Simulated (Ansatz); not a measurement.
Runs of Ansatz 0.2.0 on FeO (Wuestite). The structure is cubic, space group Fm-3m (No. 225). The conventional cell has a = 4.311 Å, b = 4.311 Å, c = 4.311 Å, α = 90.00°, β = 90.00°, γ = 90.00°. Around Fe (site symmetry m-3m) lie 6 O at 2.16 Å. O (site symmetry m-3m) is surrounded by 6 Fe at 2.16 Å. 

```csv
task,level,cell,k mesh,smearing,gap on the mesh (eV),pressure (GPa),moment (μB),relaxed volume (Å³/atom)
relaxation of cell and atoms,PBE+D4,relaxed,11 × 11 × 11,fermi-dirac 0.05 eV,-,0.0,4.00,9.84
relaxation of cell and atoms,PBE+D3(BJ),relaxed,11 × 11 × 11,fermi-dirac 0.05 eV,-,0.0,4.00,(b)
relaxation of cell and atoms,BLYP+D4,relaxed,11 × 11 × 11,fermi-dirac 0.05 eV,-,0.0,4.00,9.90
relaxation of cell and atoms,LDA,relaxed,8 × 8 × 8,fermi-dirac 0.05 eV,none,0.0,3.85,(a)
single point,PBE,as given,11 × 11 × 11,gaussian 0.017 eV,none,-0.3,4.00,-
```

Alike in all rows: potentials or basis Ansatz PAW; spin collinear, ferromagnetic start; cutoff (eV) 420.

Question: Fill in the values left out.

Answer: (a) 9.14; (b) 9.83.

Caveats: a cell with one magnetic atom can't hold antiferromagnetic order, which such compounds often take; the plane-wave basis is chosen anew once the cell has moved, so the energies of steps on either side of that aren't comparable (some runs); the PAW data sets come from PBE, with cores solved anew for the run's functional, which leaves a small shift of forces and pressure (some runs); semilocal functionals often make such compounds metallic where correlation or magnetic order opens a gap, which also shifts bond lengths (some runs); the potentials were made for another functional, which shifts forces and pressure (some runs).

A k mesh can miss the band edges.

A gap of «none» marks a metal or a gap under the smearing width.

Not every run made on this cell is shown here.
